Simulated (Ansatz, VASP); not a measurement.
## Pb3O in VASP and in Ansatz

```
CELL_PARAMETERS angstrom
-3.00383 3.00383 3.00383
3.00383 -3.00383 3.00383
3.00383 3.00383 -3.00383
ATOMIC_POSITIONS crystal
Pb 0.00000 0.50000 0.50000
Pb 0.50000 0.00000 0.50000
Pb 0.50000 0.50000 0.00000
O 0.00000 0.00000 0.00000
```

Alike in both runs: functional PBE; k mesh 12 × 12 × 12; occupations gaussian, width 0.1 eV; no spin polarisation.

Ansatz relaxed the structure, and its values are those at the end. VASP's run is a single point on that final structure, the one shown.

|  | VASP | Ansatz |
| --- | --- | --- |
| version | VASP 6.6.1 | Ansatz 0.2.0 |
| potentials or method | VASP PAW PBE potentials, release 64 (Pb_d, O) | scalar-relativistic, plane waves, PAW |
| plane-wave cutoff (eV) | 520 | 420 |
| valence electrons in the cell | 48 | 48 |

|  | VASP | Ansatz | Ansatz less VASP |
| --- | --- | --- | --- |
| gap on the k mesh at the Fermi level (eV) | none | none | - |
| pressure (GPa) | -0.1 | 0.0 | +0.08 |

A gap of «none» marks a metal or a gap that the smearing closes.

Spin-orbit coupling is left out, which matters for the levels of Pb.
